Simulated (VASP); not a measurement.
A run of VASP 6.6.1 is set up as follows.

Contents of INCAR:

```
ALGO = Normal ; AMIX = 0.2
AMIX_MAG = 0.8 ; BMIX = 1E-4
BMIX_MAG = 1E-4 ; EDIFF = 1E-6
EDIFFG = -0.01 ; ENCUT = 600
GGA = PE ; IBRION = 2
ISIF = 3 ; ISMEAR = 0
ISPIN = 2 ; KPAR = 4
LASPH = T ; LCHARG = F
LDAU = T ; LDAUJ = 0 0
LDAUL = 2 -1 ; LDAUPRINT = 1
LDAUTYPE = 2 ; LDAUU = 3.7 0
LMAXMIX = 4 ; LORBIT = 11
LREAL = F ; LWAVE = F
MAGMOM = 3 3 -3 -3 0 0 0 0 0 0 ; NELM = 150
NSW = 90 ; PREC = Accurate
SIGMA = 0.03
```

Contents of KPOINTS:

```
k-points
0
Gamma
  9 9 7
```

Contents of POSCAR:

```
Cr2O3
1.0
    2.4785000000      1.4309626400      4.5307666700
   -2.4785000000      1.4309626400      4.5307666700
    0.0000000000     -2.8619252800      4.5307666700
Cr O
4 6
Direct
    0.3474800000      0.3474800000      0.3474800000
    0.1525200000      0.1525200000      0.1525200000
    0.6525200000      0.6525200000      0.6525200000
    0.8474800000      0.8474800000      0.8474800000
    0.5558000000      0.9442000000      0.2500000000
    0.2500000000      0.5558000000      0.9442000000
    0.9442000000      0.2500000000      0.5558000000
    0.4442000000      0.0558000000      0.7500000000
    0.7500000000      0.4442000000      0.0558000000
    0.0558000000      0.7500000000      0.4442000000
```

Potentials or basis: VASP PAW PBE potentials, release 64 (Cr_pv, O).

Command:

```bash
$ cat potpaw_PBE.64/Cr_pv/POTCAR potpaw_PBE.64/O/POTCAR > POTCAR
$ mpirun -np 4 vasp_std > vasp.out
```

What does it give for the band gap on the k mesh?

3.15 eV, indirect (least direct gap 3.22 eV).

Predict the relaxed cell.

a = 5.487 Å, b = 5.487 Å, c = 5.487 Å, α = 54.75°, β = 54.75°, γ = 54.75°.

Final structure:
```
Cr O
1.0
     2.52314    1.45674    4.65017
    -2.52314    1.45674    4.65017
     0.00000   -2.91348    4.65017
Cr O
4 6
Direct
  0.34825 0.34825 0.34825
  0.15175 0.15175 0.15175
  0.65175 0.65175 0.65175
  0.84825 0.84825 0.84825
  0.55322 0.94678 0.25000
  0.25000 0.55322 0.94678
  0.94678 0.25000 0.55322
  0.44678 0.05322 0.75000
  0.75000 0.44678 0.05322
  0.05322 0.75000 0.44678
```

Caveat: an odd mesh through Γ misses points on the zone boundary, where band edges often lie.
